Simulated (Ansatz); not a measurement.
**WC in Ansatz: convergence with scf exx energy threshold**

Input of the first run (scf exx energy threshold 0.01); the others differ in this setting and in those tied to it:

The input input.yaml:

```yaml
crystal:
  lattice:
    - [1.64034611, -2.1180379, 0.0]
    - [1.64034611, 2.1180379, 0.0]
    - [0.0, 0.0, 4.3094211]
  atoms:
    - { symbol: W, position: [0.5, 0.5, 0.5] }
    - { symbol: C, position: [0.0, 0.0, 0.0] }
hamiltonian:
  xc: hse06
  pseudopotentials: { kind: nc }
kpoints:
  mp_grid: { grid: [5, 5, 3] }
scf:
  occupations: { method: gaussian, width: 0.05 }
  exx: { energy_threshold: 0.01 }
output:
  forces: true
  stress: true
  eigenvalues: true
```

Potentials or basis: PseudoDojo standard (PBE files) with Ansatz NC.

Run with:

```console
$ ansatz run input.yaml --threads 2 --pin off --max-ram 5632MiB --backend cpu --events-out ev --progress --plain --runs-dir out
```

The cell was built by a generator and needn't be a form met in nature.

Hardware: 2 threads of Arm Neoverse V1, with other jobs on the host.

```csv
scf exx energy threshold,"energy less the tightest run, at zero smearing (meV/atom)",SCF cycles,CPU time (s),peak memory (GiB)
0.01,0.00,27,49,1.3
0.001,0.00,27,49,1.3
0.0001,0.00,27,48,1.3
1e-05,0.00,27,48,1.3
1e-06,0.00,27,49,1.3
1e-07,0.00,31,52,1.3
```

Against the tightest run, the energy stays within 1 meV/atom from 0.01 on. The tightest run that finished is the yardstick and may itself not be fully converged.

Caveat, for the tightest run too: the k mesh is coarse (spacing up to 0.49 Å⁻¹), so the values aren't converged, least of all with exact exchange. The run has no spin-orbit coupling, so splittings on W are missing.
